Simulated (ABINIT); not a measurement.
Hf: projected density of states with revPBE

Slab: Hf, a slab with vacuum.

```
Hf
1.0
     3.12635    0.00000    0.00000
    -1.04212    2.94755    0.00000
     0.00000    0.00000   25.21062
Hf
5
Cartesian
  1.0421 1.4738 7.5000
  0.0000 0.0000 10.0527
  1.0421 1.4738 12.6053
  0.0000 0.0000 15.1580
  1.0421 1.4738 17.7106
```

| Quantity | Value |
| --- | --- |
| Program | ABINIT 10.8.3 (patched build) |
| Task | projected density of states |
| Functional | revPBE |
| Potentials or basis | JTH PAW PBE v2.0 |
| Cutoff | 517 eV |
| k mesh | 9 × 9 × 1 |
| Occupations | fermi-dirac, width 0.05 eV |
| Spin | no spin polarisation |
| Most SCF steps | 120 |
| Preconditioner (iprcel) | 45 |
| k mesh for the DOS | 13 × 13 × 1 |
| Fine-grid cutoff | 1034.03 eV |

The largest force is 0.588 eV/Å and the band gap on the k mesh is none (metal or under the smearing width). The valence electrons inside the program's atomic spheres are Hf 9.39, 9.42 (radii [1.2759] Å).

Forces on the atoms (eV/Å):
```
Hf   0.000  0.000  0.588
Hf   0.000  0.000 -0.447
Hf   0.000  0.000  0.000
Hf   0.000  0.000  0.447
Hf   0.000  0.000 -0.588
```

Levels at points of the mesh, in eV from the Fermi level:
| k point | band 26 | band 27 | band 28 | band 29 | band 30 | band 31 | band 32 | band 33 | band 34 | band 35 |
| --- | --- | --- | --- | --- | --- | --- | --- | --- | --- | --- |
| (0.00, 0.00, 0.00) | -0.33 | -0.13 | -0.01 | 0.08 | 0.27 | 0.50 | 0.66 | 0.83 | 1.02 | 1.33 |

States per cell in windows of 1 eV (zero at the Fermi level; states under -8 eV left out):
```
from (eV)  total  Hf1 d  Hf5 d  Hf2 d  Hf4 d  Hf3 d  Hf1 s
     -8.0   0.00   0.00   0.00   0.00   0.00   0.00   0.00
     -7.0   0.15   0.00   0.00   0.00   0.00   0.00   0.00
     -6.0   0.57   0.00   0.00   0.00   0.00   0.00   0.02
     -5.0   0.98   0.01   0.01   0.01   0.01   0.01   0.04
     -4.0   2.13   0.04   0.04   0.06   0.06   0.06   0.06
     -3.0   3.37   0.13   0.13   0.17   0.17   0.16   0.07
     -2.0   3.54   0.22   0.22   0.26   0.26   0.24   0.04
     -1.0   8.95   0.80   0.80   0.69   0.69   0.70   0.01
      0.0   8.54   0.86   0.86   0.65   0.65   0.72   0.01
      1.0   2.98   0.37   0.37   0.27   0.27   0.30   0.01
      2.0   4.48   0.64   0.63   0.38   0.38   0.31   0.02
      3.0   3.94   0.60   0.56   0.44   0.42   0.39   0.01
      4.0   0.11   0.01   0.01   0.01   0.01   0.01   0.00
```

Wall time 13 min on 4 MPI ranks on Arm Neoverse V2 (shared host), peak memory 1.5 GiB a rank.

Caveat: the PAW data sets were made with another functional, which shifts forces and pressure a little. Spin-orbit coupling is left out, which matters for the levels of Hf.
